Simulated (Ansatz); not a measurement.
An element in the sc structure gives these cold pressures by all-electron LAPW under PBE (Ansatz 0.2.0, scalar-relativistic, no spin polarisation).

```
V (Å³/atom)  P (GPa)
      34.38     0.01
      30.94     3.04
      27.50     8.77
      24.07     20.2
      20.63     44.6
      17.19    101.7
      13.75    252.3
```

(1) Which element is it?

## Answers

(1) Tl. Its zero-pressure volume in this structure is near 34.4 Å³/atom; the volume and the steepness of P(V) together point to it, though neighbours can come close. This is the case that was computed; others weren't tested.
